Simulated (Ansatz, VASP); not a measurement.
Sb: VASP beside Ansatz

```xyz
1
Lattice="3.0849 0.0000 0.0000 0.0000 3.0849 0.0000 0.0000 0.0000 3.0849" Properties=species:S:1:pos:R:3 pbc="T T T"
Sb    0.0000    0.0000    0.0000
```

The cell was built by a generator and needn't be a form met in nature.

Alike in both runs: task relaxation of cell and atoms; functional BLYP; k mesh 10 × 10 × 10; occupations fermi-dirac, width 0.1 eV; no spin polarisation.

```csv
,VASP,Ansatz
version,VASP 6.6.1,Ansatz 0.2.0
potentials or method,"VASP PAW PBE potentials, release 64 (Sb)","plane waves (420 eV) with PAW, scalar-relativistic"
plane-wave cutoff (eV),600,420
valence electrons in the cell,5,15
```

|  | VASP | Ansatz | Ansatz less VASP |
| --- | --- | --- | --- |
| relaxed volume (Å³/atom) | 32.55 | 32.44 | -0.118 |
| relaxed cell length with the largest relative difference (Å) | 3.193 | 3.189 | -0.0039 |
| energy change over the relaxation (meV/atom) | -53 | -48 | +4.4 |

The two sets of potentials don't hold the same shells in valence.

Caveats: the PAW data sets were made with another functional, which shifts forces and pressure a little (VASP). Spin-orbit coupling is left out, which matters for the levels of Sb.
